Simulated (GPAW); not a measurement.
The system is NiO.

```
CELL_PARAMETERS angstrom
2.50462 0.00000 0.00000
0.00000 2.50462 0.00000
0.00000 0.00000 2.50462
ATOMIC_POSITIONS crystal
Ni 0.00000 0.00000 0.00000
O 0.50000 0.50000 0.50000
```

Measurements of this composition are mostly on another form, of space group No. 225.

Base run:

```yaml
Program: GPAW 26.7.0
Functional: r2SCAN
Potentials_or_basis: GPAW PAW data sets (gpaw-data 1.2.1)
Cutoff: 800 eV
Basis: pw
k_mesh: 11 × 11 × 11
Occupations: fermi-dirac, width 0.05 eV
Spin: collinear spin, ferromagnetic start
Starting_moments: "[1.0, 0.0] μB"
Hubbard_terms: Ni d U = 8 eV
```

Its results: band gap on the k mesh none (metal or under the smearing width); pressure 29.2 GPa; net moment 2.00 μB per cell; site moments Ni +1.65; O +0.28 μB.

Problem. The run is repeated on the same cell with these changes: hubbard terms from Ni d U = 8 eV to none. What comes out?

Solution. Band gap on the k mesh none (metal or under the smearing width); pressure 34.0 GPa; net moment 2.00 μB per cell; site moments Ni +1.52; O +0.37 μB.

Caveats: the stock nickel data set gives pressures a few GPa off other programs; a pressure of tens of GPa on the cell as given is suspect, and the run, the potentials or the cell itself is likely at fault; the PAW data sets were made with another functional, which shifts forces and pressure a little; a cell with one magnetic atom can't hold antiferromagnetic order, which such compounds often take; semilocal functionals often make such compounds metallic where correlation or magnetic order opens a gap, which also shifts bond lengths (some runs).
